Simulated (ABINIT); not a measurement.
# GaN (F-43m): G0W0 in ABINIT against the screening cutoff in the self-energy, part 2 of 2

How does the gap of GaN (F-43m) converge in the screening cutoff in the self-energy?

ABINIT 10.8.3; PBE and many-body steps on it, plane waves. Known limits of the many-body steps: not at the basis limit; exchange with frozen shells missing; no spin-orbit coupling.

So far. Step 2 (Screening, 6×6×6 mesh, 424 bands, screening to 435.4 eV): Local fields lower ε∞ by 7 %. Step 5 (5.6 Ha): The gap on the mesh goes from 1.76 eV to 2.16 eV, a correction of +0.40 eV.

## (6) 8 Ha

Level of this step: G0W0 on PBE, plane waves, norm-conserving pseudopotentials (ABINIT).

run.abi

```
acell 3*1.0 Angstrom
rprim 
  0.000000000000 2.253500607500 2.253500607500
  2.253500607500 0.000000000000 2.253500607500
  2.253500607500 2.253500607500 0.000000000000
ntypat 2
znucl 31 7
natom 2
typat 1 2
xred 
  0.000000000000 0.000000000000 0.000000000000
  0.750000000000 0.750000000000 0.750000000000
pp_dirpath "pseudos"
pseudos "Ga.upf, N.upf"
ecut 36
ngkpt 6 6 6
nshiftk 1
shiftk 0 0 0
kptopt 1
chksymbreak 0
istwfk *1
occopt 1
irdwfk 1
optdriver 4
nband 424
gwcalctyp 0
ecutsigx 36
symsigma 1
nkptgw 1
kptgw 
  0.0000000000 0.0000000000 0.0000000000
bdgw 
  7 13
ecuteps 8
irdscr 1
ppmodel 1
indata_prefix "in"
outdata_prefix "out"
tmpdata_prefix "tmp"
```

The run is started by

```
$ OMP_NUM_THREADS=1 mpirun -n 8 abinit run.abi > log
```

What it wrote:

```text
.Version 10.8.3 of ABINIT. v10.8.2 released Aug 2026.

 Symmetries : space group F-4 3 m (#216); Bravais cF (face-center cubic)
[... echo of the input left out ...]
== DATASET  1 ==================================================================
-   mpi_nproc: 8, omp_nthreads: 1 (-1 if OMP is not activated)

--- !DatasetInfo
iteration_state: {dtset: 1, }
dimensions: {natom: 2, nkpt: 16, mband: 424, nsppol: 1, nspinor: 1, nspden: 1, mpw: 1639, }
cutoff_energies: {ecut:  36.0, pawecutdg:  -1.0, }
[...]
11  15.678 -12.135  -7.192  -5.018   0.838  -0.194 -12.198  -0.063  15.615
       12  15.678 -12.135  -7.192  -5.018   0.838  -0.194 -12.198  -0.063  15.615
       13  15.678 -12.135  -7.192  -5.018   0.838  -0.194 -12.198  -0.063  15.615

== END DATASET(S) ==============================================================
================================================================================

 -outvars: echo values of variables after computation  --------
           etotal      0.0000000000E+00
            nband         424
             nkpt          16
          spgroup         216
 [... the other variables as echoed above ...]

 Calculation completed.
```

It took 9.5 s on 8 MPI ranks of Arm Neoverse V2, shared host; peak memory 2.3 GiB; 75 s of CPU time.

This step gave:

```
G0W0 gap on the points computed              : 2.193 eV
starting gap on the mesh                     : 1.759 eV
k of the valence top                         : 0, 0, 0
k of the conduction bottom                   : 0, 0, 0
least direct G0W0 gap on the computed points : 2.193 eV
```

Against the run before, the gap moves by +0.035 eV.

## (7) 12 Ha

Edit run.abi of step 6 so:

```diff
@@ -33,3 +33,3 @@
   7 13
-ecuteps 8
+ecuteps 12
 irdscr 1
```

What it wrote:

```text
.Version 10.8.3 of ABINIT. v10.8.2 released Aug 2026.

 Symmetries : space group F-4 3 m (#216); Bravais cF (face-center cubic)
[... echo of the input left out ...]
== DATASET  1 ==================================================================
-   mpi_nproc: 8, omp_nthreads: 1 (-1 if OMP is not activated)

--- !DatasetInfo
iteration_state: {dtset: 1, }
dimensions: {natom: 2, nkpt: 16, mband: 424, nsppol: 1, nspinor: 1, nspden: 1, mpw: 1639, }
cutoff_energies: {ecut:  36.0, pawecutdg:  -1.0, }
[...]
11  15.678 -12.135  -7.192  -5.029   0.838  -0.194 -12.207  -0.072  15.606
       12  15.678 -12.135  -7.192  -5.029   0.838  -0.194 -12.207  -0.072  15.606
       13  15.678 -12.135  -7.192  -5.029   0.838  -0.194 -12.207  -0.072  15.606

== END DATASET(S) ==============================================================
================================================================================

 -outvars: echo values of variables after computation  --------
           etotal      0.0000000000E+00
            nband         424
             nkpt          16
          spgroup         216
 [... the other variables as echoed above ...]

 Calculation completed.
```

The job ended after 29 s (8 MPI ranks; peak memory 3.2 GiB; 3.9 min of CPU time).

Numbers from this step:

```
G0W0 gap on the points computed              : 2.207 eV
starting gap on the mesh                     : 1.759 eV
k of the valence top                         : 0, 0, 0
k of the conduction bottom                   : 0, 0, 0
least direct G0W0 gap on the computed points : 2.207 eV
```

Against the run before, the gap moves by +0.014 eV.

## (8) 16 Ha

Edit run.abi of step 7 so:

```diff
@@ -33,3 +33,3 @@
   7 13
-ecuteps 12
+ecuteps 16
 irdscr 1
```

What it wrote:

```text
.Version 10.8.3 of ABINIT. v10.8.2 released Aug 2026.

 Symmetries : space group F-4 3 m (#216); Bravais cF (face-center cubic)
[... echo of the input left out ...]
== DATASET  1 ==================================================================
-   mpi_nproc: 8, omp_nthreads: 1 (-1 if OMP is not activated)

--- !DatasetInfo
iteration_state: {dtset: 1, }
dimensions: {natom: 2, nkpt: 16, mband: 424, nsppol: 1, nspinor: 1, nspden: 1, mpw: 1639, }
cutoff_energies: {ecut:  36.0, pawecutdg:  -1.0, }
[...]
11  15.678 -12.135  -7.192  -5.029   0.838  -0.194 -12.207  -0.072  15.606
       12  15.678 -12.135  -7.192  -5.029   0.838  -0.194 -12.207  -0.072  15.606
       13  15.678 -12.135  -7.192  -5.029   0.838  -0.194 -12.207  -0.072  15.606

== END DATASET(S) ==============================================================
================================================================================

 -outvars: echo values of variables after computation  --------
           etotal      0.0000000000E+00
            nband         424
             nkpt          16
          spgroup         216
 [... the other variables as echoed above ...]

 Calculation completed.
```

It took 50 s on 8 MPI ranks; peak memory 4.4 GiB; 6.6 min of CPU time.

This step gave:

| Property | Result |
| --- | --- |
| G0W0 gap on the points computed | 2.206 eV |
| starting gap on the mesh | 1.759 eV |
| k of the valence top | 0, 0, 0 |
| k of the conduction bottom | 0, 0, 0 |
| least direct G0W0 gap on the computed points | 2.206 eV |

Against the run before, the gap moves by −0.001 eV.

## (9) The runs together

Times are wall times on 8 MPI ranks of Arm Neoverse V2, shared host, good to a factor of about two. A run's time includes the screening step that it read.

```csv
run,mesh,bands,screening cutoff (eV),DFT gap (eV),gap on the mesh (eV),direct (eV),ε∞ used,time
1.6 Ha,6×6×6,424,43.5,1.759,1.739,1.739,6.39,8.4 min
3.2 Ha,6×6×6,424,87.1,1.759,1.986,1.986,6.39,8.4 min
5.6 Ha,6×6×6,424,152.4,1.759,2.158,2.158,6.39,8.5 min
8 Ha,6×6×6,424,217.7,1.759,2.193,2.193,6.39,8.5 min
12 Ha,6×6×6,424,326.5,1.759,2.207,2.207,6.39,8.8 min
16 Ha,6×6×6,424,435.4,1.759,2.206,2.206,6.39,9.2 min
```

## (10) Results

| Item | Value |
| --- | --- |
| 1.6 Ha | 1.739 eV |
| 3.2 Ha | 1.986 eV |
| 5.6 Ha | 2.158 eV |
| 8 Ha | 2.193 eV |
| 12 Ha | 2.207 eV |
| 16 Ha | 2.206 eV |
| known limits | not at the basis limit; exchange with frozen shells missing; no spin-orbit coupling |

What this shows: The setting moved: screening cutoff in the self-energy. From 1.6 Ha to 16 Ha the gap moves by +0.47 eV. It holds to 0.03 eV from 8 Ha on. Bands and screening cutoff are coupled, so a series along one setting does not show full convergence. Bands and cutoff are finite, so the gap is not at the basis limit. The miss can reach some tenths of an eV and take either sign; the mesh is an error of its own. In the G0W0 runs levels were corrected at 1 k point alone, so a gap called «on the mesh» is the least over those, and an edge elsewhere would be missed. The norm-conserving file of at least one element keeps a d shell over frozen s and p shells of the same row. Exchange with those shells is missing from the self-energy, an error of 0.3 to 0.9 eV in cases checked, whose sign depends on which edge lies on those atoms. The many-body steps are scalar-relativistic: spin-orbit coupling is not in them.

[Paths, hosts, dates, memory and timing lines, banners, echoed tables and standing remarks are left out of the program output.]

[Logs are printed without paths, hosts, clocks, repeated set-up lines and the standing remarks that a program may print on its own settings, such as how far it seeks lower states.]

[Runs of the session that timed out or met a known fault of the program may be left out.]

[Hosts, paths, dates, database ids (printed as entryN), source tags and the programs' standing remarks are cut or masked in the printed files.]

[G0W0 gaps are taken among the corrected bands and points alone; a level outside them can change the order at an edge.]

[Where Ansatz stands beside ABINIT at settings called matched, ABINIT's density can come from a denser mesh and the files from another edition; pairs whose starting gaps differed by over 0.03 eV were left out, so agreement reads better than it is.]
